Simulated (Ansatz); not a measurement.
**Tl: changing the pressure**

The cell as given:

Symmetry: P6_3/mmc, No. 194, hexagonal system. The conventional cell has a = 3.456 Å, b = 3.456 Å, c = 5.525 Å, α = 90.00°, β = 90.00°, γ = 120.00°. Around Tl (site symmetry -6m2) lie 12 Tl at 3.41 to 3.46 Å.

Kept alike: task relaxation of cell and atoms; functional LDA; k mesh 9 × 9 × 5; occupations fermi-dirac, width 0.05 eV; no spin polarisation. Program: Ansatz, Ansatz PAW, cutoff 420 eV. The mesh is that of the run's cell of 2 atoms. No spin-orbit coupling.

| run | volume (Å³/atom) | first edge of the run's cell (Å) | third edge of the run's cell (Å) |
| --- | --- | --- | --- |
| A | 26.205 | 3.296 | 5.572 |
| B | 24.937 | 3.242 | 5.479 |
| C | 27.329 | 3.344 | 5.645 |

The relaxations keep at least the cell's symmetry (P6_3/mmc). For a metal such a mesh leaves the last digits unconverged. Runs of this series that gave no sound value for these columns are left out. The runs follow the start's structure, whether or not it is the stable one at these pressures. All rows use potentials made for PBE.

Problem. The runs differ in the pressure alone: 0; 2; 5 GPa. Which run is which?

Solution. Run A is 2 GPa; run B is 5 GPa; run C is 0 GPa. The volume falls from 27.329 to 24.937 Å³/atom between 0 and 5 GPa. The first edge of the run's cell falls from 3.344 to 3.242 Å between 0 and 5 GPa. The third edge of the run's cell falls from 5.645 to 5.479 Å between 0 and 5 GPa.
